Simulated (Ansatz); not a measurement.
Relaxing Mg

All numbers below come from DFT PBE, scalar-relativistic, plane waves, PAW in Ansatz. Cutoff 420 eV, Γ-centred k mesh, Gaussian smearing, no spin polarisation in the final step.

Mg was placed on the beta-tungsten (A15) structure type (Pm-3n, No. 223), at a guessed volume.

```yaml
crystal:
  lattice:
    - [5.66305, 0.00000, 0.00000]
    - [0.00000, 5.66305, 0.00000]
    - [0.00000, 0.00000, 5.66305]
  atoms:
    - { symbol: Mg, position: [0.50000, 0.50000, 0.50000] }
    - { symbol: Mg, position: [0.00000, 0.00000, 0.00000] }
    - { symbol: Mg, position: [0.25000, 0.00000, 0.50000] }
    - { symbol: Mg, position: [0.50000, 0.25000, 0.00000] }
    - { symbol: Mg, position: [0.50000, 0.75000, 0.00000] }
    - { symbol: Mg, position: [0.75000, 0.00000, 0.50000] }
    - { symbol: Mg, position: [0.00000, 0.50000, 0.75000] }
    - { symbol: Mg, position: [0.00000, 0.50000, 0.25000] }
```

Cell and atoms relax at zero pressure; the relaxation can't lower the symmetry of the start.

Energies count from the standard state of Mg at the same level.

(1) Describe the relaxed structure.

(2) What are its volume, energy, density and gap?

Answers

(1) It keeps Pm-3n (No. 223). The result has the beta-tungsten (A15) structure. Conventional cell: a = 5.722 Å. Around Mg on Wyckoff site a (2 atoms of the primitive cell) lie 12 Mg at 3.20 Å; Mg on Wyckoff site c (6 atoms of the primitive cell) is coordinated by 2 Mg at 2.86 Å, 4 Mg at 3.20 Å and 8 Mg at 3.50 Å.

Space group Pm-3n (No. 223). a = 5.722 Å, b = 5.722 Å, c = 5.722 Å, α = 90.00°, β = 90.00°, γ = 90.00°
```json
{"atom": "Mg", "site": "2a", "symmetry": "m-3.", "x": "0.5000", "y": "0.5000", "z": "0.5000"}
{"atom": "Mg", "site": "6c", "symmetry": "-4m.2", "x": "0.2500", "y": "0.0000", "z": "0.5000"}
```

(2) The volume per atom is 23.42 Å³ and the density is 1.72 g/cm³. The energy over the standard structure is 0.04 eV/atom. The gap on the 8×8×8 mesh is 0 eV (a metal).

The final run used a 8×8×8 mesh on its 8-atom cell and 0.10 eV smearing. The k mesh leaves about 4 meV/atom of noise in metals. A structure relaxed within its symmetry needn't be a true minimum.